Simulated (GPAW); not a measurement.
Here is a GPAW 26.7.0 calculation.

File run.py:

```python
from ase.eos import EquationOfState
from ase.io import Trajectory, read
from ase.units import GPa
from gpaw import GPAW, PW

atoms = read('PtSe2.cif')

traj = Trajectory('eos.traj', 'w')
volumes, energies = [], []
for x in [0.94, 0.96, 0.98, 1.0, 1.02, 1.04, 1.06]:
    a = atoms.copy()
    a.set_cell(atoms.cell * x**(1 / 3), scale_atoms=True)
    calc = GPAW(mode=PW(600),
                xc={'name': 'BEEF-vdW', 'backend': 'libvdwxc'},
                kpts={'size': (6, 6, 4), 'gamma': True},
                occupations={'name': 'fermi-dirac', 'width': 0.05},
                nbands=26,
                convergence={'density': 1e-05, 'energy': 1e-05},
                maxiter=150,
                txt=f'eos-{x:.2f}.txt')
    a.calc = calc
    energies.append(a.get_potential_energy(force_consistent=True))
    volumes.append(a.get_volume())
    calc.write(f'eos-{x:.2f}.gpw')
    traj.write(a)
    print(f'{x:.2f} {volumes[-1]:10.4f} A^3 {energies[-1]:14.6f} eV', flush=True)

v0, e0, B = EquationOfState(volumes, energies, eos='birchmurnaghan').fit()
print(f'V0 = {v0:.4f} A^3, E0 = {e0:.6f} eV, B0 = {B / GPa:.2f} GPa')
```

Contents of PtSe2.cif:

```cif
data_PtSe2
_cell_length_a 3.72400000
_cell_length_b 3.72400000
_cell_length_c 5.06200000
_cell_angle_alpha 90.00000000
_cell_angle_beta 90.00000000
_cell_angle_gamma 120.00000000
_space_group_name_H-M_alt 'P1'
_space_group_name_Hall 'P 1'
_space_group_IT_number 1
loop_
_space_group_symop_operation_xyz
'x,y,z'
loop_
_atom_site_label
_atom_site_type_symbol
_atom_site_symmetry_multiplicity
_atom_site_Wyckoff_symbol
_atom_site_fract_x
_atom_site_fract_y
_atom_site_fract_z
_atom_site_occupancy
Pt1 Pt 1 a 0.0000000000 0.0000000000 0.0000000000 1
Se1 Se 1 a 0.6666666667 0.3333333333 0.7500000000 1
Se2 Se 1 a 0.3333333333 0.6666666667 0.2500000000 1
```

Potentials or basis: GPAW PAW data sets (gpaw-data 1.2.1), pw.

The run is started by

```bash
$ OMP_NUM_THREADS=1 python run.py
```

(1) Predict the bulk modulus at fixed shape and positions.

(2) Estimate the equilibrium volume.

## Answers

(1) 101 GPa (rough).

(2) 22.12 Å³/atom (rough: see the caveat).

Caveat: the minimum lies outside the volumes run; the cell was scaled at fixed shape and fractional positions, which overstates the stiffness of a crystal with free parameters, most of all of layers and chains; the PAW data sets were made with another functional, which shifts forces and pressure a little.
